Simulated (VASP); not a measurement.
# NaCl (Fm-3m) in VASP: a series of runs

One crystal, NaCl, is run at these levels: r2SCAN+rVV10, HSE06; tasks: band structure.

All numbers are computed with VASP 6.6.1; they aren't measurements. Logs are shortened: lines on timing, memory, paths and dates and some standing lists are left out, and cuts for length are marked.

**1. The crystal as given**

The structure is cubic, space group Fm-3m (No. 225). The conventional cell has a = 5.554 Å, b = 5.554 Å, c = 5.554 Å, α = 90.00°, β = 90.00°, γ = 90.00°. Around Na (site symmetry m-3m) lie 6 Cl at 2.78 Å. Cl (site symmetry m-3m) has 6 Na at 2.78 Å as nearest neighbours.

The cell was built by a generator and needn't be a form met in nature.

**2. Band structure, r2SCAN+rVV10**

INCAR reads:

```
SYSTEM = NaCl
PREC = Accurate
ENCUT = 520
EDIFF = 1E-6
ISMEAR = 0
SIGMA = 0.02
LREAL = .FALSE.
LASPH = .TRUE.
NELM = 100
ALGO = Normal
ISIF = 2
LWAVE = .FALSE.
LCHARG = .FALSE.
METAGGA = R2SCAN
LMIXTAU = .TRUE.
LUSE_VDW = .TRUE.
IVDW_NL = 2
BPARAM = 11.95
CPARAM = 0.0093
KPAR = 4
```

KPOINTS reads:

```
regular mesh
0
G
  8 8 8
  0 0 0
```

POSCAR reads:

```
NaCl                                    
1.0
    0.0000000000      2.7771875566      2.7771875566
    2.7771875566      0.0000000000      2.7771875566
    2.7771875566      2.7771875566      0.0000000000
  Na              Cl            
     1     1
Direct
     0.0000000000000000    0.0000000000000000    0.0000000000000000
     0.5000000000000000    0.5000000000000000    0.5000000000000000
```

KPOINTS_OPT reads:

```
path GXWKGLUWLK,UX
20
line-mode
reciprocal
 0.0000000000  0.0000000000  0.0000000000  G
 0.5000000000  0.0000000000  0.5000000000  X

 0.5000000000  0.0000000000  0.5000000000  X
 0.5000000000  0.2500000000  0.7500000000  W

 0.5000000000  0.2500000000  0.7500000000  W
 0.3750000000  0.3750000000  0.7500000000  K

 0.3750000000  0.3750000000  0.7500000000  K
 0.0000000000  0.0000000000  0.0000000000  G

 0.0000000000  0.0000000000  0.0000000000  G
 0.5000000000  0.5000000000  0.5000000000  L

 0.5000000000  0.5000000000  0.5000000000  L
 0.6250000000  0.2500000000  0.6250000000  U

 0.6250000000  0.2500000000  0.6250000000  U
 0.5000000000  0.2500000000  0.7500000000  W

 0.5000000000  0.2500000000  0.7500000000  W
 0.5000000000  0.5000000000  0.5000000000  L

 0.5000000000  0.5000000000  0.5000000000  L
 0.3750000000  0.3750000000  0.7500000000  K

 0.6250000000  0.2500000000  0.6250000000  U
 0.5000000000  0.0000000000  0.5000000000  X
```

Potentials or basis: VASP PAW PBE potentials, release 64 (Na_pv, Cl).

On the command line:

```console
cat potpaw_PBE.64/Na_pv/POTCAR potpaw_PBE.64/Cl/POTCAR > POTCAR
mpirun -np 4 vasp_std > vasp.out
```

OUTCAR:

```text
SYSTEM = NaCl
   PREC = Accurate
   ENCUT = 520
   EDIFF = 1E-6
   ISMEAR = 0
   LREAL = .FALSE.
   LASPH = .TRUE.
   NELM = 100
   ISIF = 2
   METAGGA = R2SCAN
   IVDW_NL = 2
   BPARAM = 11.95

 ion  position               nearest neighbor table
   1  0.000  0.000  0.000-
   2  0.500  0.500  0.500-

  LATTYP: Found a face centered cubic cell.
 ALAT       =     5.5543751132

  Lattice vectors:

 A1 = (   0.0000000000,   2.7771875566,   2.7771875566)
 A2 = (   2.7771875566,   0.0000000000,   2.7771875566)
 A3 = (   2.7771875566,   2.7771875566,   0.0000000000)

Analysis of symmetry for initial positions (statically):
=====================================================================
 Subroutine PRICEL returns:
 Original cell was already a primitive cell.

 Routine SETGRP: Setting up the symmetry group for a
 face centered cubic supercell.

 Subroutine GETGRP returns: Found 48 space group operations
 (whereof 48 operations were pure point group operations)
 out of a pool of 48 trial point group operations.

The static configuration has the point symmetry O_h .

Analysis of symmetry for dynamics (positions and initial velocities):
=====================================================================
 Subroutine PRICEL returns:
 Original cell was already a primitive cell.

 Routine SETGRP: Setting up the symmetry group for a
 face centered cubic supercell.

 Subroutine GETGRP returns: Found 48 space group operations
 (whereof 48 operations were pure point group operations)
 out of a pool of 48 trial point group operations.

The dynamic configuration has the point symmetry O_h .

 Subroutine INISYM returns: Found 48 space group operations
 (whereof 48 operations are pure point group operations),
 and found     1 'primitive' translations

----------------------------------------------------------------------------------------

                                     Primitive cell

  volume of cell :      42.8396

  direct lattice vectors                    reciprocal lattice vectors
     0.000000000  2.777187557  2.777187557    -0.180038254  0.180038254  0.180038254
     2.777187557  0.000000000  2.777187557     0.180038254 -0.180038254  0.180038254
     2.777187557  2.777187557  0.000000000     0.180038254  0.180038254 -0.180038254

  length of vectors
     3.927536308  3.927536308  3.927536308     0.311835404  0.311835404  0.311835404

  position of ions in fractional coordinates (direct lattice)
     0.000000000  0.000000000  0.000000000
     0.500000000  0.500000000  0.500000000

  ion indices of the primitive-cell ions
[... 87 lines left out ...]
   NUPDOWN=      -1.0000    fix difference up-down
   EMIN   =  10.00;   EMAX   =-10.00  energy-range for DOS
   EFERMI =   0.00;   METHOD = LEGACY
   ISMEAR =     0;   SIGMA  =   0.02  broadening in eV -4-tet -1-fermi 0-gaus
   EFERMI_NEDOS =   21; number of points for ismear=-14 and -15
   IALGO  =     38    algorithm
   IMIX   =      4    mixing-type and parameters
     AMIX     =   0.40;   BMIX     =  1.00
     AMIX_MAG =   1.60;   BMIX_MAG =  1.00
  volume/ion in A,a.u.               =      21.42       144.55
  Fermi-wavevector in a.u.,A,eV,Ry     =   1.127636  2.130923 17.300667  1.271563
  Thomas-Fermi vector in A             =   2.264323
   LORBIT       =      0    0 simple, 1 ext, 2 COOP (PROOUT), +10 PAW based schemes
   METAGGA = R2SCAN    functional components
   LHFCALC =     F    Hartree Fock is set to
   AEXX    =    0.0000 exact exchange contribution
   IVDW_NL    =     2    kernel type
   BPARAM     =11.9500
   IVDW    =     0    specifies the selected vdW correction
   LEPSILON=     F    determine dielectric tensor
   LRPA    =     F    only Hartree local field effects (RPA)
 non-spin polarized calculation
 Gauss-broadening in eV      SIGMA  =   0.02
  energy-cutoff  :      520.00
  volume of cell :       42.84
 maximum number of plane-waves:      1174
 NGX is ok and might be reduce to    30
   NGX = 15   NGY = 15   NGZ = 15

 number of electron      14.0000011 magnetization

 Free energy of the ion-electron system (eV)
  ---------------------------------------------------
  ext. energy  EPLUGINS =         0.00000000
  ---------------------------------------------------
  free energy    TOTEN  =       -13.32068019 eV

  energy without entropy =      -13.32068019  energy(sigma->0) =      -13.32068019

 E-fermi :  -0.8125     XC(G=0):  -8.9220

 val. band max:       -0.8980801791   @ k =   0.0000   0.0000   0.0000
 cond. band min:       5.1364126038   @ k =   0.0000   0.0000   0.0000
 fundamental gap:      6.0344927829
 Fermi energy:        -0.8124818195

 k-point     1 :       0.0000    0.0000    0.0000
  band No.  band energies     occupation
      1     -22.2923      2.00000
      2     -22.2919      2.00000
      3     -22.2919      2.00000
      4     -14.2353      2.00000
      5      -0.8981      2.00000
      6      -0.8981      2.00000
      7      -0.8981      2.00000
      8       5.1364      0.00000
      9      10.8517      0.00000
     10      10.8517      0.00000
     11      10.8517      0.00000
[... 309 lines left out ...]
 k-point    24 :      -0.3750    0.2500    0.1250
  band No.  band energies     occupation
      1     -22.3205      2.00000
      2     -22.3015      2.00000
      3     -22.2968      2.00000
      4     -13.8054      2.00000
      5      -2.6932      2.00000
      6      -1.7469      2.00000
      7      -1.3641      2.00000
      8       8.1637      0.00000
      9       9.6814      0.00000
     10      10.2763      0.00000
     11      11.8143      0.00000

 [... further k-points ...]

------------------------ aborting loop because EDIFF is reached ----------------------------------------

  FORCE on cell =-STRESS in cart. coord.  units (eV):
  Direction    XX          YY          ZZ          XY          YZ          ZX
  --------------------------------------------------------------------------------------
  -------------------------------------------------------------------------------------
  Total        0.0127472      0.0127472      0.0127472      0.0000000     -0.0000000      0.0000000
  in kB        0.4767394      0.4767394      0.4767394      0.0000000     -0.0000000      0.0000000
  external PRESSURE =       0.4767394 kB  Pullay stress =       0.0000000 kB

 VOLUME and BASIS-vectors are now :
 -----------------------------------------------------------------------------
  energy-cutoff  :      520.00
  volume of cell :       42.84
      direct lattice vectors                 reciprocal lattice vectors
     0.000000000  2.777187557  2.777187557    -0.180038254  0.180038254  0.180038254
     2.777187557  0.000000000  2.777187557     0.180038254 -0.180038254  0.180038254
     2.777187557  2.777187557  0.000000000     0.180038254  0.180038254 -0.180038254

 POSITION                                       TOTAL-FORCE (eV/Angst)
 -----------------------------------------------------------------------------------
      0.00000      0.00000      0.00000         0.000000      0.000000     -0.000000
      2.77719      2.77719      2.77719         0.000000      0.000000      0.000000
 -----------------------------------------------------------------------------------
    total drift:                               -0.000000      0.000000      0.000000

  FREE ENERGIE OF THE ION-ELECTRON SYSTEM (eV)
  ---------------------------------------------------
  free  energy   TOTEN  =       -13.3206801930 eV

  energy  without entropy=      -13.3206801930  energy(sigma->0) =      -13.32068019
```

stdout:

```text
POSCAR found type information on POSCAR NaCl
 POSCAR found :  2 types and       2 ions
 scaLAPACK will be used
 -----------------------------------------------------------------------------
|                                                                             |
|                                                                             |
|     You have switched on vdW-DFT.                                           |
[... 30 lines left out ...]
Total rVV10 correction in eV:      0.4446220    14.8940653
[... 76 lines left out ...]
Total rVV10 correction in eV:      0.4668384    14.8940653
Total rVV10 correction in eV:      0.4668384    14.8940653
 Start KPOINTS_OPT (optional k-point list driver)
k-point batch [1-29\200]
k-point batch [30-58\200]
k-point batch [59-87\200]
k-point batch [88-116\200]
k-point batch [117-145\200]
k-point batch [146-174\200]
k-point batch [175-200\200]
```

Wall time 1.9 min (4 MPI ranks of Intel Xeon Platinum 8488C (Sapphire Rapids), shared host); peak memory 0.27 GiB.

Results:

| Property | Result |
| --- | --- |
| Free energy | -13.3207 eV |
| Pressure | 0.0 GPa |
| Band gap on the k mesh | 6.03 eV, direct |
| Band gap along the path | 6.03 eV, direct |

Levels at the corners of the path, in eV from the valence-band top:
```
point  band 3  band 4  band 5  band 6  band 7  band 8  band 9  band 10  band 11
    Γ  -21.39  -13.34    0.00    0.00    0.00    6.03   11.75    11.75    11.75
    X  -21.40  -12.89   -1.83   -0.66   -0.66    8.49    8.52    12.48    16.21
    X  -21.40  -12.89   -1.83   -0.66   -0.66    8.49    8.52    12.48    16.27
    W  -21.41  -12.87   -1.31   -1.31   -0.82    9.91   10.42    10.42    12.45
    W  -21.41  -12.87   -1.31   -1.31   -0.82    9.91   10.42    10.42    12.45
    K  -21.40  -12.88   -1.55   -1.22   -0.55    9.00    9.92    11.49    13.89
    K  -21.40  -12.88   -1.55   -1.22   -0.55    9.00    9.92    11.49    13.89
    Γ  -21.39  -13.34    0.00    0.00    0.00    6.03   11.75    11.75    11.75
    Γ  -21.39  -13.34    0.00    0.00    0.00    6.03   11.75    11.75    11.75
    L  -21.40  -12.94   -2.08   -0.31   -0.31    7.95   11.83    11.83    11.93
    L  -21.40  -12.94   -2.08   -0.31   -0.31    7.95   11.83    11.83    11.93
    U  -21.40  -12.88   -1.55   -1.22   -0.55    9.00    9.92    11.49    13.89
    U  -21.40  -12.88   -1.55   -1.22   -0.55    9.00    9.92    11.49    13.89
    W  -21.41  -12.87   -1.31   -1.31   -0.82    9.91   10.42    10.42    12.45
    W  -21.41  -12.87   -1.31   -1.31   -0.82    9.91   10.42    10.42    12.45
    L  -21.40  -12.94   -2.08   -0.31   -0.31    7.95   11.83    11.83    11.93
    L  -21.40  -12.94   -2.08   -0.31   -0.31    7.95   11.83    11.83    11.93
    K  -21.40  -12.88   -1.55   -1.22   -0.55    9.00    9.92    11.49    13.89
    U  -21.40  -12.88   -1.55   -1.22   -0.55    9.00    9.92    11.49    13.89
    X  -21.40  -12.89   -1.83   -0.66   -0.66    8.49    8.52    12.48    16.26
```

Caveat: the PAW data sets were made with another functional, which shifts forces and pressure a little. r2SCAN opens gaps a little over a GGA but as a rule still falls short of measured ones.

**3. Band structure, HSE06**

POSCAR is that of step 2.

INCAR.step1 reads:

```
SYSTEM = NaCl
PREC = Accurate
ENCUT = 520
EDIFF = 1E-5
ISMEAR = 0
SIGMA = 0.02
LREAL = .FALSE.
LASPH = .TRUE.
NELM = 100
ALGO = Normal
ISIF = 2
LWAVE = .TRUE.
LCHARG = .FALSE.
GGA = PE
KPAR = 4
```

INCAR.step2 reads:

```
SYSTEM = NaCl
PREC = Accurate
ENCUT = 520
EDIFF = 1E-6
ISMEAR = 0
SIGMA = 0.02
LREAL = .FALSE.
LASPH = .TRUE.
NELM = 100
ALGO = Normal
ISIF = 2
LWAVE = .FALSE.
LCHARG = .FALSE.
GGA = PE
LHFCALC = .TRUE.
HFSCREEN = 0.2
PRECFOCK = Fast
ISTART = 1
KPAR = 4
```

KPOINTS reads:

```
regular mesh
0
G
  6 6 6
  0 0 0
```

Edit KPOINTS_OPT of step 2 so:

```diff
@@ -1,3 +1,3 @@
 path GXWKGLUWLK,UX
-20
+12
 line-mode
```

Potentials or basis: VASP PAW PBE potentials, release 64 (Na_pv, Cl).

On the command line:

```console
cat potpaw_PBE.64/Na_pv/POTCAR potpaw_PBE.64/Cl/POTCAR > POTCAR
cp INCAR.step1 INCAR
mpirun -np 4 vasp_std > vasp.out
cp INCAR.step2 INCAR
mpirun -np 4 vasp_std > vasp.out
```

Wall time 10 min (4 MPI ranks of Intel Xeon Platinum 8488C (Sapphire Rapids), shared host); peak memory 0.34 GiB.

It converged, with:

| Property | Result |
| --- | --- |
| Free energy | -7.8839 eV |
| Pressure | 1.5 GPa |
| Band gap on the k mesh | 6.69 eV, direct |
| Band gap along the path | 6.69 eV, direct |

Levels at the corners of the path, in eV from the valence-band top:
```tsv
point	band 5	band 6	band 7	band 8	band 9	band 10
Γ	0.00	0.00	0.00	6.69	12.70	12.70
X	-1.92	-0.69	-0.69	9.16	9.40	13.27
X	-1.92	-0.69	-0.69	9.16	9.40	13.27
W	-1.37	-1.37	-0.86	10.57	11.30	11.30
W	-1.37	-1.37	-0.86	10.57	11.30	11.30
K	-1.62	-1.28	-0.58	9.78	10.68	12.34
K	-1.62	-1.28	-0.58	9.78	10.68	12.34
Γ	0.00	0.00	0.00	6.69	12.70	12.70
Γ	0.00	0.00	0.00	6.69	12.70	12.70
L	-2.20	-0.31	-0.31	8.74	12.65	12.65
L	-2.20	-0.31	-0.31	8.74	12.65	12.65
U	-1.62	-1.28	-0.58	9.78	10.68	12.34
U	-1.62	-1.28	-0.58	9.78	10.68	12.34
W	-1.37	-1.37	-0.86	10.57	11.30	11.30
W	-1.37	-1.37	-0.86	10.57	11.30	11.30
L	-2.20	-0.31	-0.31	8.74	12.65	12.65
L	-2.20	-0.31	-0.31	8.74	12.65	12.65
K	-1.62	-1.28	-0.58	9.78	10.68	12.34
U	-1.62	-1.28	-0.58	9.78	10.68	12.34
X	-1.92	-0.69	-0.69	9.16	9.40	13.27
```

Caveat: the PAW data sets were made with another functional, which shifts forces and pressure a little.
